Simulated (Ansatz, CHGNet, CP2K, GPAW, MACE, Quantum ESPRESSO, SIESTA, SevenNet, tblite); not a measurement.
# Random packing of 77TeO2-23ZnO (mol %) (86 atoms) in CP2K, part 2 of 2

Aim: run random packing of 77TeO2-23ZnO (mol %) (86 atoms) in CP2K and see how near its forces come to a plane-wave reference, and at what cost.

Program: CP2K 2026.2; the method stands at each step. Banners, paths, timers and routine set-up lines are dropped from the logs unmarked, and long logs keep their key lines alone; longer cuts are marked.

So far. Step 3 (PBE, DZVP-MOLOPT-SR, 400/50 Ry, diagonalisation): Against the first run (23 %), the force difference from the reference is 24 %, at 0.81 times the CPU time (on 4 against 2 cores): the grid matters here.

## 4. A run with a doubtful setting

Level of this step: Kohn-Sham DFT, PBE, GTH-PBE pseudopotentials, Gaussian and plane waves, DZVP-MOLOPT-SR-GTH, diagonalisation (CP2K).

File input.inp:

```
&GLOBAL
  PROJECT cell
  RUN_TYPE ENERGY_FORCE
  PRINT_LEVEL LOW
&END GLOBAL
&FORCE_EVAL
  METHOD QS
  STRESS_TENSOR ANALYTICAL
  &DFT
    BASIS_SET_FILE_NAME BASIS_MOLOPT
    POTENTIAL_FILE_NAME GTH_POTENTIALS
    &MGRID
      CUTOFF 800
      REL_CUTOFF 50
      NGRIDS 5
    &END MGRID
    &QS
      EPS_DEFAULT 1.0E-12
    &END QS
    &SCF
      SCF_GUESS ATOMIC
      EPS_SCF 1.0E-06
      MAX_SCF 2
      ADDED_MOS 14
      &DIAGONALIZATION
        ALGORITHM STANDARD
      &END DIAGONALIZATION
      &SMEAR ON
        METHOD FERMI_DIRAC
        ELECTRONIC_TEMPERATURE [K] 580
      &END SMEAR
      &MIXING
        METHOD BROYDEN_MIXING
        ALPHA 0.3
        NBROYDEN 8
      &END MIXING
      &PRINT
        &RESTART OFF
        &END RESTART
      &END PRINT
    &END SCF
    &XC
      &XC_FUNCTIONAL PBE
      &END XC_FUNCTIONAL
    &END XC
    &PRINT
      &MULLIKEN ON
      &END MULLIKEN
      &HIRSHFELD ON
        SHAPE_FUNCTION DENSITY
      &END HIRSHFELD
      &MO ON
        EIGENVALUES T
        OCCUPATION_NUMBERS T
        MO_INDEX_RANGE 268 291
        &EACH
          QS_SCF 0
        &END EACH
        ADD_LAST NUMERIC
      &END MO
    &END PRINT
  &END DFT
  &SUBSYS
    &CELL
      A 10.89410 0.00000 0.00000
      B 0.00000 10.89410 0.00000
      C 0.00000 0.00000 10.89410
    &END CELL
    &COORD
      SCALED
      Te 0.18250 0.92575 0.02781
      Te 0.65123 0.49037 0.96611
      Te 0.93159 0.95351 0.98237
      Te 0.64153 0.84789 0.45729
      Te 0.68170 0.41016 0.45014
      Te 0.91053 0.60424 0.35000
      Te 0.90912 0.42157 0.92333
      Te 0.37176 0.10142 0.01476
      Te 0.77785 0.17666 0.83812
      Te 0.22434 0.09883 0.33951
      Te 0.70973 0.16939 0.14681
      Te 0.71653 0.99836 0.67440
      Te 0.53150 0.77586 0.19516
      Te 0.77355 0.95987 0.27268
      Te 0.53353 0.12308 0.81823
      Te 0.44644 0.97458 0.55892
      Te 0.16002 0.30938 0.08218
      Te 0.06449 0.77943 0.69226
      Te 0.60136 0.42826 0.70505
      Te 0.91214 0.33398 0.52896
[... 62 atom lines left out ...]
      Zn 0.02464 0.19752 0.89305
      Zn 0.46745 0.59706 0.83116
      Zn 0.25020 0.78812 0.26110
      Zn 0.49617 0.31751 0.06665
    &END COORD
    &KIND Te
      BASIS_SET DZVP-MOLOPT-SR-GTH-q6
      POTENTIAL GTH-PBE-q6
    &END KIND
    &KIND O
      BASIS_SET DZVP-MOLOPT-SR-GTH-q6
      POTENTIAL GTH-PBE-q6
    &END KIND
    &KIND Zn
      BASIS_SET DZVP-MOLOPT-SR-GTH-q12
      POTENTIAL GTH-PBE-q12
    &END KIND
  &END SUBSYS
  &PRINT
    &FORCES ON
    &END FORCES
    &STRESS_TENSOR ON
    &END STRESS_TENSOR
  &END PRINT
&END FORCE_EVAL
```

Command:

```
$ OMP_NUM_THREADS=2 cp2k.psmp -i input.inp > output.txt
```

Numbers of over 12 decimals in the logs are rounded to 6 here.

Log:

```text
CP2K| version string:                                       CP2K version 2026.2
 CP2K| Input file name                                                 input.inp
 GLOBAL| Basis set file name                                        BASIS_MOLOPT
 GLOBAL| Potential file name                                      GTH_POTENTIALS
[... lines left out ...]
                        Smear method:                                FERMI_DIRAC
[... lines left out ...]
 Number of electrons:                                                        558
[... lines left out ...]
  Step     Update method      Time    Convergence         Total energy    Change
[... lines left out ...]
  Exchange-correlation energy:                               -298.823560
  Electronic entropic energy:                                  -0.013367
  Fermi energy:                                                 0.203266
  Total energy:                                             -1416.981054
  Total energy (extrapolated to T->0):                      -1416.974370
 *   ___                                                                       *
 *  /   \                                                                      *
 * [ABORT]                                                                     *
 *  \___/     SCF run NOT converged. To continue the calculation regardless,   *
 *    |             please set the keyword IGNORE_CONVERGENCE_FAILURE.         *
 *  O/|                                                                        *
 * /| |                                                                        *
```

Wall time 28 s (2 threads of Arm Neoverse V1, shared host); peak memory 4 GiB.

The run stopped without converging, so its numbers are no property of the system. The fault in the input: too few SCF iterations (iteration limit 2).

## 5. All runs compared

Differences are against the plane-wave reference, forces as r.m.s. over components; share is that over the reference's r.m.s. force, slope the least-squares factor from reference forces to these. Total energies of different programs have different zeros and aren't compared.

| run | Δ force, r.m.s. (meV/Å) | share (%) | slope | Δ pressure (GPa) | cores | CPU time | memory (GiB) |
| --- | --- | --- | --- | --- | --- | --- | --- |
| reference | - | - | - | - | 4 | 2.2 min | 2.0 |
| CP2K PBE, DZVP-MOLOPT-SR, 800/50 Ry, diagonalisation | 369 | 22.9 | 0.979 | 4.99 | 2 | 20 min | 5.7 |
| CP2K PBE, DZVP-MOLOPT-SR, 400/50 Ry, diagonalisation (coarse) | 391 | 24.2 | 0.974 | 5.15 | 4 | 16 min | 3.8 |

Rows marked coarse were listed beforehand as settings not expected to be converged; some can still land near the reference.

CPU time is summed over cores on a shared host, where runs went side by side, so it is rough. Symmetry, cutoffs, thresholds, outputs and thread counts weren't matched or tuned between programs; memory under MPI is the largest rank's times the ranks.

Mean charges by element (e), by run and scheme:

| run | scheme | Te | O | Zn |
| --- | --- | --- | --- | --- |
| reference | Löwdin | +1.34 | -0.65 | +1.41 |
| CP2K PBE, DZVP-MOLOPT-SR, 800/50 Ry, diagonalisation | Mulliken | +0.90 | -0.41 | +0.16 |
| CP2K PBE, DZVP-MOLOPT-SR, 800/50 Ry, diagonalisation | Hirshfeld | +0.47 | -0.25 | +0.36 |

The reference's Löwdin charges lack the electrons that the projection spills, 0.071 e an atom on average.

Within one program, basis, potentials and functional, energies share a zero. Each run against its twin at the usual cutoff or grid and solver:

| run | twin | Δ energy (meV/atom) | Δ force, r.m.s. (meV/Å) | CPU time over the twin's |
| --- | --- | --- | --- | --- |
| CP2K PBE, DZVP-MOLOPT-SR, 400/50 Ry, diagonalisation | DZVP-MOLOPT-SR, 800/50 Ry, diagonalisation | -2.24 | 95.7 | 0.81 (this twin ran on 2 cores) |

## 6. Summary of results

| Quantity | Value |
| --- | --- |
| nearest in forces | CP2K PBE, DZVP-MOLOPT-SR, 800/50 Ry, diagonalisation, 23 % |
| its CPU time | 20 min |

In words: The PBE run in local orbitals, coarse settings apart, differs by 23 % (CP2K PBE, DZVP-MOLOPT-SR, 800/50 Ry, diagonalisation); basis, grid and potentials can all enter. Runs with settings chosen to be coarse differ by 24 % (CP2K PBE, DZVP-MOLOPT-SR, 400/50 Ry, diagonalisation), their programs' other errors included. None of the electronic-structure runs in the table takes under half the reference's CPU time of 2.2 min; they take 7.4 to 9.1 times as much. In pressure, CP2K PBE, DZVP-MOLOPT-SR, 400/50 Ry, diagonalisation misses by +5.2 GPa, at the same functional. Charges hang on scheme and program or settings: among these rows the mean for Zn runs from +0.16 to +1.41 e. The potentials hold different valence shells: 798 electrons in the reference, 558 in CP2K with DZVP-MOLOPT-SR; this bears on time and differences. The reference's stress is far from hydrostatic: its diagonal is 6.5, 6.2, 3.4 GPa, compression counted positive. The reference's pressure of 5.4 GPa belongs to a cell and atoms that aren't relaxed at this level. The electronic-structure runs sample only Γ, in a cell whose shortest periodic width is 11 Å, which is coarse for a cell with partly filled levels. Spin–orbit coupling is left out, which matters for the levels of the heavy elements.

[Also dropped from logs without a mark: logging warnings of Python, and SIESTA's first energy breakdown and zero terms.]

[Logs are printed without paths, hosts, clocks, repeated set-up lines and the standing remarks that a program may print on its own settings, such as how far it seeks lower states.]

[Hosts, paths, dates, database ids (printed as entryN), source tags and the programs' standing remarks are cut or masked in the printed files.]
